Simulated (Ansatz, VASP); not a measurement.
# Two plane-wave programs on AlN

File INCAR:

```
SYSTEM = AlN
  PREC = Accurate
  ENCUT = 520
  EDIFF = 1E-7
  ISMEAR = 0
  SIGMA = 0.05
  LREAL = .False.
  LASPH = .True.
  NELM = 60
  ALGO = Normal
  ISIF = 2
  LWAVE = .False.
  LCHARG = .False.
  GGA = PS
  NBANDS = 11
```

The input KPOINTS:

```
regular mesh
0
Gamma
  10 10 10
  0 0 0
```

Contents of POSCAR:

```
AlN
1.0
    0.0000000000      1.9382075293      1.9382075293
    1.9382075293      0.0000000000      1.9382075293
    1.9382075293      1.9382075293      0.0000000000
Al N
1 1
Direct
    0.5000000000      0.5000000000      0.5000000000
    0.0000000000      0.0000000000      0.0000000000
```

Input for Ansatz:

```yaml
crystal:
  lattice:
    - [0.0, 1.9382075293, 1.9382075293]
    - [1.9382075293, 0.0, 1.9382075293]
    - [1.9382075293, 1.9382075293, 0.0]
  atoms:
    - { symbol: Al, position: [0.5, 0.5, 0.5] }
    - { symbol: "N", position: [0.0, 0.0, 0.0] }
basis:
  ecutwfc: 420
  ecutrho_ratio: 4
kpoints:
  mp_grid: { grid: [10, 10, 10] }
hamiltonian:
  xc: pbesol
scf:
  occupations: { method: gaussian, width: 0.05 }
output:
  forces: true
  stress: true
  eigenvalues: true
```

Alike in both runs: task single point; functional PBEsol; k mesh 10 × 10 × 10; occupations gaussian, width 0.05 eV; no spin polarisation.

|  | VASP | Ansatz |
| --- | --- | --- |
| version | VASP 6.6.1 | Ansatz 0.2.0 |
| potentials or method | VASP PAW PBE potentials, release 64 (Al, N) | scalar-relativistic, plane waves, PAW |
| plane-wave cutoff (eV) | 520 | 420 |
| valence electrons in the cell | 8 | 8 |

|  | VASP | Ansatz | Ansatz less VASP |
| --- | --- | --- | --- |
| gap on the k mesh at the Fermi level (eV) | 4.88 | 4.88 | +0.003 |
| least direct gap on the mesh (eV) | 7.61 | 7.58 | -0.034 |

The functional is the same, so the differences come from potentials, cutoffs and numerics.

 A k mesh can miss the band edges.
